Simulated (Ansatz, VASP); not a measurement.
## One calculation of CdSe, two programs

```xyz
2
Lattice="0.0000 3.0678 3.0678 3.0678 0.0000 3.0678 3.0678 3.0678 0.0000" Properties=species:S:1:pos:R:3 pbc="T T T"
Cd    0.0000    0.0000    0.0000
Se    4.6017    4.6017    4.6017
```

Alike in both runs: task single point; functional PBE; k mesh 6 × 6 × 6; occupations gaussian, width 0.05 eV; no spin polarisation.

```csv
,VASP,Ansatz
version,VASP 6.6.1,Ansatz 0.2.0
potentials or method,"VASP PAW PBE potentials, release 64 (Cd, Se)",plane waves
plane-wave cutoff (eV),520,420
valence electrons in the cell,18,36
```

Ansatz gave:

```
gap on the k mesh at the Fermi level (eV) : 0.55
pressure (GPa)                            : 1.4
```

Task: Estimate VASP's values.

Result: gap on the k mesh at the Fermi level (eV): 0.55; pressure (GPa): 1.7.

The two sets of potentials don't hold the same shells in valence.
